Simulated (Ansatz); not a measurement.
Start from InCuS2 in the chalcopyrite structure (space group I-42d, No. 122).

```cif
data_Cu4In4S8
_chemical_formula_sum 'Cu4 In4 S8'
_space_group_name_H-M_alt 'I-42d'
_space_group_IT_number 122
_space_group_name_Hall 'I -4 2bw'
_cell_length_a 5.57701
_cell_length_b 5.57701
_cell_length_c 11.23437
_cell_angle_alpha 90.000
_cell_angle_beta 90.000
_cell_angle_gamma 90.000
loop_
_atom_site_label
_atom_site_type_symbol
_atom_site_symmetry_multiplicity
_atom_site_Wyckoff_symbol
_atom_site_fract_x
_atom_site_fract_y
_atom_site_fract_z
_atom_site_occupancy
Cu1 Cu 4 a 0.00000 0.00000 0.00000 1
In1 In 4 b 0.00000 0.00000 0.50000 1
S1 S 8 d 0.25000 0.27996 0.37500 1
```
(The calculation used a cell of 8 atoms; values per cell refer to that cell.)

Method: plane-wave PAW DFT at the PBE level (Ansatz, an electronic-structure program, 420 eV), no spin-orbit coupling.

Before the change:

The pressure is 0.0 GPa. The band gap comes out as zero.

Perturbation: an isotropic linear strain of +1.10 %, atoms relaxed at fixed cell.

**Question.** What does the calculation give for the pressure, energy relative to the base and band gap after the change?

**Answer.** The pressure (mean of the normal stresses, compression positive) goes from zero to -2.0 GPa; the energy increases by 4.6 meV/atom; the band gap stays zero.

No phonon test of stability was made. The final runs are not spin-polarised. Gaps under 0.05 eV, about the width of the smearing, are given as zero. The zero or small gap of InCuS2 can change with the level of theory.
